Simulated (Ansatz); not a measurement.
Here is an Ansatz 0.2.0 calculation.

Contents of input.yaml:

```yaml
crystal:
  lattice:
    - [3.14, 0.0, 0.0]
    - [-1.57, 2.7193197679, 0.0]
    - [0.0, 0.0, 3.48]
  atoms:
    - { symbol: Hf, position: [0.0, 0.0, 0.0] }
    - { symbol: B, position: [0.6666666667, 0.3333333333, 0.5] }
    - { symbol: B, position: [0.3333333333, 0.6666666667, 0.5] }
hamiltonian:
  xc: pbesol
  pseudopotentials: { kind: paw }
kpoints:
  mp_grid: { grid: [10, 10, 8] }
scf:
  occupations: { method: fermi_dirac, width: 0.05 }
  n_extra_bands: 7
output:
  forces: true
  stress: true
  eigenvalues: true
  dos: { projected: true, de: 0.05, nscf_kmesh: { grid: [15, 15, 12] } }
```

Potentials or basis: Ansatz PAW.

The run is started by

```bash
$ ansatz run input.yaml --threads 2 --pin off --max-ram 5632MiB --backend cpu --events-out ev --progress --plain --runs-dir out
```

(1) Estimate the density of states at the Fermi level.

(2) Predict the pressure.

(3) What does it give for the band gap on the k mesh?

## Answers

(1) 0.17 states/eV per cell.

(2) -4.3 GPa.

(3) none (metal or under the smearing width).

Caveat: the PAW data sets come from PBE, with cores solved anew for the run's functional, which leaves a small shift of forces and pressure.
